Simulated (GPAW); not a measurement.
# CoO (R3m) in GPAW: equation of state with r2SCAN

Aim: the equation of state of CoO with r2SCAN.

All numbers are computed with GPAW 26.7.0; they aren't measurements. Logs are shortened: lines on timing, memory, paths and dates and some standing lists are left out, and cuts for length are marked. The log counts tension as positive stress, the text compression.

## Step 1: The crystal as given

It takes space group R3m (No. 160, trigonal). The conventional cell has a = 3.204 Å, b = 3.204 Å, c = 7.699 Å, α = 90.00°, β = 90.00°, γ = 120.00°. Co (site symmetry 3m) is surrounded by 4 O at 1.91 to 1.96 Å. O (site symmetry 3m) has 4 Co at 1.91 to 1.96 Å as nearest neighbours.

Measurements of this composition are mostly on another form, of space group No. 225.

## Step 2: Equation of state, r2SCAN, collinear spin, ferromagnetic start

The input, run.py:

```python
from ase import Atoms
from ase.eos import EquationOfState
from ase.io import Trajectory
from ase.units import GPa
from ase.parallel import parprint
from gpaw import GPAW, PW

atoms = Atoms(['Co', 'O'],
              cell=[[1.6022198417, 0.9250420569, 2.5664708903],
                    [-1.6022198417, 0.9250420569, 2.5664708903],
                    [0.0, -1.8500841138, 2.5664708903]],
              scaled_positions=[[0.99897832, 0.99897832, 0.99897832],
                                [0.75102103, 0.75102103, 0.75102103]],
              pbc=True)
atoms.set_initial_magnetic_moments([2.0, 0.0])

traj = Trajectory('eos.traj', 'w')
volumes, energies = [], []
for x in [0.94, 0.96, 0.98, 1.0, 1.02, 1.04, 1.06]:
    a = atoms.copy()
    a.set_cell(atoms.cell * x**(1 / 3), scale_atoms=True)
    calc = GPAW(mode=PW(800),
                xc='MGGA_X_R2SCAN+MGGA_C_R2SCAN',
                kpts={'size': (7, 7, 7), 'gamma': True},
                occupations={'name': 'fermi-dirac', 'width': 0.05},
                nbands=17,
                convergence={'density': 1e-05, 'energy': 1e-05},
                maxiter=150,
                txt=f'eos-{x:.2f}.txt')
    a.calc = calc
    energies.append(a.get_potential_energy(force_consistent=True))
    volumes.append(a.get_volume())
    p = -a.get_stress()[:3].mean() / GPa
    calc.write(f'eos-{x:.2f}.gpw')
    traj.write(a)
    parprint(f'{x:.2f} {volumes[-1]:10.4f} A^3 {energies[-1]:14.6f} eV {p:9.3f} GPa', flush=True)

v0, e0, B = EquationOfState(volumes, energies, eos='birchmurnaghan').fit()
parprint(f'V0 = {v0:.4f} A^3, E0 = {e0:.6f} eV, B0 = {B / GPa:.2f} GPa')
```

Potentials or basis: GPAW PAW data sets (gpaw-data 1.2.1), pw.

Launch:

```
$ OMP_NUM_THREADS=1 mpirun -n 4 gpaw python run.py
```

Output:

```text
__  _  _
 | _ |_)|_||  |
 |__||  | ||/\| - 26.7.0

Input parameters:
  mode=PW(ecut=800.0),
  convergence={'density': 1e-05, 'energy': 1e-05},
  kpts=MonkhorstPack(size=(7, 7, 7), gamma=True),
  maxiter=150,
  nbands=17,
  occupations=Occupations(name='fermi-dirac', width=0.05),
  xc=XC(name='MGGA_X_R2SCAN+MGGA_C_R2SCAN')

Diagonalizing LCAO Hamiltonian
Converting LCAO to pw mode

       Co

       O

Atoms  # Å, Bohr magnetons
|   | symbol |         x |         y |        z |    initial magnetic moments |
|---|--------|-----------|-----------|----------|-----------------------------|
| 0 |     Co | -0.000000 | -0.000000 | 7.587594 | ( 0.0000,  0.0000,  2.0000) |
| 1 |      O | -0.000000 | -0.000000 | 5.704270 | ( 0.0000,  0.0000,  0.0000) |

Unit cell  # Å
| periodic |         x |         y |        z |  lengths |    angles |
|----------|-----------|-----------|----------|----------|-----------|
|      yes |  1.580566 |  0.912540 | 2.531785 | 3.121033 | 60.851823 |
|      yes | -1.580566 |  0.912540 | 2.531785 | 3.121033 | 60.851823 |
|      yes |  0.000000 | -1.825080 | 2.531785 | 3.121033 | 60.851823 |

Number of symmetries: 6
Symmetry operations  # r_c * U_cc + t_c -> r_c
|   | kind |            matrix            |
|---|------|------------------------------|
| 0 |  E   |  1, 0, 0,  0, 1, 0,  0, 0, 1 |
| 1 |  σ   |  1, 0, 0,  0, 0, 1,  0, 1, 0 |
| 2 |  σ   |  0, 1, 0,  1, 0, 0,  0, 0, 1 |
| 3 |  C3  |  0, 1, 0,  0, 0, 1,  1, 0, 0 |
| 4 |  C3  |  0, 0, 1,  1, 0, 0,  0, 1, 0 |
| 5 |  σ   |  0, 0, 1,  0, 1, 0,  1, 0, 0 |

BZ-sampling:
  Number of BZ points: 343
  Number of IBZ points: 44

  Monkhorst-Pack size: [7, 7, 7]
  Monkhorst-Pack shift: [0, 0, 0]

K-points  # in reciprocal-cell coordinates
|     |                                coordinates |     weight |
|-----|--------------------------------------------|------------|
|   0 | (  0.00000000,   0.00000000,   0.00000000) | 0.00291545 |
|   1 | (  0.14285714,   0.00000000,  -0.14285714) | 0.01749271 |
|   2 | (  0.14285714,   0.00000000,   0.00000000) | 0.01749271 |
|   3 | (  0.14285714,   0.14285714,  -0.14285714) | 0.01749271 |
|   4 | (  0.14285714,   0.14285714,   0.00000000) | 0.01749271 |
|   5 | (  0.14285714,   0.14285714,   0.14285714) | 0.00583090 |
|   6 | (  0.28571429,  -0.14285714,  -0.14285714) | 0.01749271 |
|   7 | (  0.28571429,   0.00000000,  -0.28571429) | 0.01749271 |
|   8 | (  0.28571429,   0.00000000,  -0.14285714) | 0.03498542 |
|   9 | (  0.28571429,   0.00000000,   0.00000000) | 0.01749271 |
| ... |                                            |            |
|  43 | (  0.42857143,   0.42857143,   0.42857143) | 0.00583090 |

Plane wave coefficients: 1137
Cutoff: 800.0 eV

Spin-components: 2 (collinear spins)
Bands:           17
Projectors:      11
Spin-degeneracy: 1
Datatype:        complex128

Parallelization:
  kpt:    4
  domain: 1
  band:   1

Density:
  Valence electrons: 15.0
  Components: 2
  Grid points: [21 21 21]
  Charge: 0.0  # |e|

Potential:
  Grid points: [21 21 21]

species:
  Co:
    name:    Cobalt
    Z:       27.0
    valence: 9
    core:    18
    charge:  0.0  # [|e|]
    compensation charges:
      type: gauss
      rc: 0.32  # [Å]
      lmax: 2
    cutoffs:
      filter: 1.87  # [Å]
      core: 2.55  # [Å]
    projectors
    | kind |    occ | energy [eV] | rcut [Å] |
    |------|--------|-------------|----------|
    |   4s |  2.000 |      -5.469 |    1.005 |
    |   4p |  0.000 |      -1.277 |    1.058 |
    |   3d |  7.000 |      -8.205 |    1.005 |
    |    s |        |      21.742 |    1.005 |
    |    p |        |      25.934 |    1.058 |
    |    d |        |      19.007 |    1.005 |

    Using partial waves for Co as LCAO basis

  O:
    name:    Oxygen
    Z:       8.0
    valence: 6
    core:    2
    charge:  0.0  # [|e|]
    compensation charges:
      type: gauss
      rc: 0.21  # [Å]
      lmax: 2
    cutoffs:
      filter: 1.17  # [Å]
      core: 0.83  # [Å]
    projectors
    | kind |    occ | energy [eV] | rcut [Å] |
    |------|--------|-------------|----------|
    |   2s |  2.000 |     -23.961 |    0.688 |
    |   2p |  4.000 |      -9.029 |    0.598 |
    |    s |        |       3.251 |    0.688 |
    |    p |        |      18.182 |    0.598 |
    |    d |        |       0.000 |    0.619 |

    Using partial waves for O as LCAO basis

Reference energy: -39943.562207  # eV

eigensolver:
  PPCG
  Converge bands: occupied
  niter=2

density mixing:
  MSR1-Mixer
  Pratt-step length: 0.05
  Maximum mixing coefficient: 0.75
  Old densities: 10
  SVD Regularization: 0.005
  Good broyden scale: 1.0
  Trust region scale: 1.0
  Backstep threshold: 4.0
  History deletion threshold: 6.0
  Fourier metric: weight=20.0, sigma=0.015

occupation numbers:
  Fermi-Dirac:
    width: 0.0500  # eV

poisson solver:
  ecut: 6400.0  # eV

xc functional:
  name: MGGA_X_R2SCAN+MGGA_C_R2SCAN with 2 nearest neighbor stencil

convergence criteria:
- Maximum integral of absolute [dens]ity change: 1e-05 electrons / valence electron
- Maximum [total energy] change in last 3 cyles: 1e-05 eV / valence electron
- Maximum integral of absolute [eigenst]ate change: 4e-08 eV^2 / valence electron
maximum number of iterations: 150

SCF iterations
|iter     | |      energy | eigst |  dens |  magmom |
|---------|-|-------------|-------|-------|---------|
|iter:   1| |  -24.338330 | +0.12 |       |  +2.0015|
|iter:   2| |  -21.685470 | -1.07 | -0.78 |  +2.0507|
|iter:   3| |  -22.261354 | -0.87 | -0.78 |  +2.4832|
|iter:   4| |  -21.679517 | -1.31 | -0.96 |  +2.6246|
|iter:   5| |  -21.724886 | -2.33 | -1.36 |  +2.6950|
|iter:   6| |  -21.833245 | -2.33 | -1.49 |  +2.9301|
|iter:   7| |  -21.853382 | -3.41 | -2.01 |  +2.9552|
|iter:   8| |  -21.868279 | -3.32 | -2.22 |  +2.9564|
|iter:   9| |  -21.869870 | -4.16 | -2.50 |  +2.9578|
|iter:  10| |  -21.869862 | -5.19 | -3.01 |  +2.9542|
|iter:  11| |  -21.869883c| -5.56 | -3.46 |  +2.9525|
|iter:  12| |  -21.869878c| -6.84 | -3.84 |  +2.9533|
|iter:  13| |  -21.869880c| -7.65c| -4.43 |  +2.9532|
|iter:  14| |  -21.869877c| -7.95c| -4.50 |  +2.9533|
|iter:  15| |  -21.869877c| -8.30c| -5.17c|  +2.9533|

Converged in 15 steps
Energy contributions relative to reference atoms: (reference = -39943.562207)

Energy contributions:
  Kinetic:          39.423619
  Coulomb:         -34.050238
  Zero:              0.041059
  External:          0.000000
  Xc:              -27.281858
  Entropy:          -0.004916
  Spinorbit:         0.000000
  ----------------------------
  Free energy:     -21.872335
  Extrapolated:    -21.869877

dipole moment: (0.000000, -0.000000, 21.950261)  # |e|*Ang

Total magnetic moment: (0.000000, 0.000000, 2.953272)

Local magnetic moments
|        x |        y |        z |
|----------|----------|----------|
| 0.000000 | 0.000000 | 2.503561 |  # Co   0
| 0.000000 | 0.000000 | 0.231468 |  # O    1

Fermi level: 7.178
Eigenvalues  # (at kpt = [0.000, 0.000, 0.000])
| band index |      eig [eV] | occ [0-1] |      eig [eV] | occ [0-1] |
|------------|---------------|-----------|---------------|-----------|
|          0 |       -14.284 |     1.000 |       -13.692 |     1.000 |
|          1 |         0.236 |     1.000 |         1.948 |     1.000 |
|          2 |         0.292 |     1.000 |         2.018 |     1.000 |
|          3 |         0.293 |     1.000 |         2.039 |     1.000 |
|          4 |         4.640 |     1.000 |         6.363 |     1.000 |
|          5 |         4.641 |     1.000 |         6.413 |     1.000 |
|          6 |         7.184 |     0.470 |         8.249 |     0.000 |
|          7 |         7.184 |     0.470 |        10.962 |     0.000 |
|          8 |         7.291 |     0.095 |        11.025 |     0.000 |
|          9 |         7.479 |     0.002 |        11.091 |     0.000 |
|         10 |        21.993 |     0.000 |        22.540 |     0.000 |
|         11 |        21.993 |     0.000 |        22.543 |     0.000 |
|         12 |        22.604 |     0.000 |        23.155 |     0.000 |
|         13 |        28.003 |     0.000 |        28.617 |     0.000 |
|        ... |               |           |               |           |
|         16 |        28.483 |     0.000 |        29.462 |     0.000 |

No gap
No difference between direct/indirect transitions

Stress tensor  # eV/Ang^3
|         x |         y |         z |
|-----------|-----------|-----------|
| -0.054420 |  0.000000 |  0.000000 |
|  0.000000 | -0.054420 | -0.000000 |
|  0.000000 | -0.000000 | -0.105124 |

# Writing to eos-0.96.gpw (mode='')
```

stdout:

```text
0.94    21.4535 A^3     -21.833915 eV    14.706 GPa
0.96    21.9100 A^3     -21.872335 eV    11.427 GPa
0.98    22.3665 A^3     -21.901758 eV     8.279 GPa
1.00    22.8229 A^3     -21.922066 eV     5.128 GPa
1.02    23.2794 A^3     -21.933459 eV     2.080 GPa
1.04    23.7358 A^3     -21.936417 eV    -0.771 GPa
1.06    24.1923 A^3     -21.931938 eV    -3.407 GPa
V0 = 23.6871 A^3, E0 = -21.936657 eV, B0 = 145.43 GPa
```

Run time: 6.3 min. Hardware: 4 MPI ranks of Arm Neoverse V1, shared host; peak memory 0.62 GiB.

Results:

| Quantity | Value |
| --- | --- |
| Equilibrium volume | 11.84 Å³/atom (rough: see the caveat) |
| Bulk modulus at fixed shape and positions | 145 GPa (rough) |

Energy against volume, from the lowest point:
| volume (Å³/atom) | energy (meV/atom) |
| --- | --- |
| 10.727 | 51.25 |
| 10.955 | 32.04 |
| 11.183 | 17.33 |
| 11.411 | 7.18 |
| 11.640 | 1.48 |
| 11.868 | 0.00 |
| 12.096 | 2.24 |

Caveat: the fit is doubtful: noisy points or a state that changes with volume; the points scatter about the fit; the cell was scaled at fixed shape and fractional positions, which overstates the stiffness of a crystal with free parameters, most of all of layers and chains; the PAW data sets were made with another functional, which shifts forces and pressure a little.
